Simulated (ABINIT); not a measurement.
Crystal: BP.

```
P B
1.0
     0.00000    2.26900    2.26900
     2.26900    0.00000    2.26900
     2.26900    2.26900    0.00000
P B
1 1
Direct
  0.75000 0.75000 0.75000
  0.00000 0.00000 0.00000
```

Program: ABINIT 10.8.3 (patched build). Alike in all runs: task band structure; no spin polarisation; cell as given; k mesh 10 × 10 × 10; smearing fermi-dirac 0.05 eV.

Question: Order these runs on this cell by their band gap on the k mesh, lowest first.
A. level HLE16; potentials or basis JTH PAW PBE v2.0; cutoff (eV) 544; fine-grid cutoff 1088.46 eV
B. level HCTH407; potentials or basis JTH PAW PBE v2.0; cutoff (eV) 544; fine-grid cutoff 1088.46 eV
C. level PBE; potentials or basis SG15 NC PBE v1.2; cutoff (eV) 1034

Answer: C (1.28 eV), B (1.44 eV), A (1.88 eV).

Caveats: the cell as given lies far from equilibrium (some runs); the potentials were made for a functional far from this one (some runs).

